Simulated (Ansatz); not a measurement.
# TiO2: the cost of one run

Program: Ansatz 0.2.0. Level of theory: DFT PBEsol, scalar-relativistic, plane waves, PAW. These are calculated values, not measurements.

2 further runs of the same task are left out: 1 that didn't finish, 1 set aside as unsound or not needed.

## 1. Starting point

It takes space group P4_2/mnm (No. 136, tetragonal). Conventional cell: a = 4.591 Å, b = 4.591 Å, c = 2.939 Å, α = 90.00°, β = 90.00°, γ = 90.00°. Around Ti (site symmetry mmm) lie 6 O at 1.94 to 1.98 Å. Around O (site symmetry m2m) lie 3 Ti at 1.94 to 1.98 Å.

As a file:

```cif
data_structure
_symmetry_space_group_name_H-M 'P 1'
_symmetry_Int_Tables_number 1
_cell_length_a 4.5912
_cell_length_b 4.5912
_cell_length_c 2.9390
_cell_angle_alpha 90.000
_cell_angle_beta 90.000
_cell_angle_gamma 90.000
_cell_volume 61.95
loop_
_atom_site_label
_atom_site_type_symbol
_atom_site_fract_x
_atom_site_fract_y
_atom_site_fract_z
_atom_site_occupancy
Ti1 Ti 0.00000 0.00000 0.00000 1
Ti2 Ti 0.50000 0.50000 0.50000 1
O1 O 0.30444 0.30444 0.00000 1
O2 O 0.19556 0.80444 0.50000 1
O3 O 0.69556 0.69556 0.00000 1
O4 O 0.80444 0.19556 0.50000 1
```

It is the result of an earlier relaxation at this level (volume 10.33 Å³/atom; gap on the mesh: 1.87 eV).

## 2. The slab

Planes are indexed in the bulk's conventional cell (P4_2/mnm (No. 136)), a = 4.591 Å, b = 4.591 Å, c = 2.939 Å, α = 90.00°, β = 90.00°, γ = 90.00°.

A (100) slab, 6.4 Å thick as cut, with 17 Å of vacuum; its outer planes are O (top) and O (bottom).

The slab as cut. Its planes from the bottom up:

```
plane  atoms per cell  height over the lowest (Å)
    1               O                        0.00
    2              Ti                        0.90
    3               O                        1.80
    4               O                        2.30
    5              Ti                        3.19
    6               O                        4.09
    7               O                        4.59
    8              Ti                        5.49
    9               O                        6.39
```

## 3. Relaxing the clean slab

input.yaml reads:

```yaml
crystal:
  lattice:
    - [2.9389940179, 0.0, 0.0]
    - [0.0, 4.5912476121, 0.0]
    - [0.0, 0.0, 23.3869879129]
  atoms:
    - { symbol: O, position: [0.5, 0.1955612562, 0.3634499676] }
    - { symbol: Ti, position: [0.0, 0.0, 0.4018418355] }
    - { symbol: O, position: [0.5, 0.8044387438, 0.4402337034] }
    - { symbol: O, position: [0.0, 0.3044387438, 0.4616081321] }
    - { symbol: Ti, position: [0.5, 0.5, 0.5] }
    - { symbol: O, position: [0.0, 0.6955612562, 0.5383918679] }
    - { symbol: O, position: [0.5, 0.1955612562, 0.5597662966] }
    - { symbol: Ti, position: [0.0, 0.0, 0.5981581645] }
    - { symbol: O, position: [0.5, 0.8044387438, 0.6365500324] }
basis:
  ecutwfc: 420
kpoints:
  mp_grid: { grid: [9, 6, 1] }
hamiltonian:
  xc: pbesol
scf:
  occupations: { method: gaussian, width: 0.05 }
output:
  forces: true
  eigenvalues: true
  write_density: true
  write_potential: true
  elf: true
  volumetric_format: npy
relax:
  adjacent_minimum: "off"
  f_tol: 0.03
  max_steps: 70
  constraints: [{ sites: [0, 1, 2, 3] }]
efield:
  axis: 3
  dipole_correction: true
  ramp_width: 0.04
```

On the command line:

```bash
ansatz run input.yaml --threads 2 --pin off --max-ram 5120MiB --backend cpu --events-out ev --progress --plain --runs-dir out
```

Q: Estimate wall time and peak memory on 2 threads of Intel Xeon 6975P-C (Granite Rapids), shared host.

About 49 s, with a peak of 0.65 GiB.
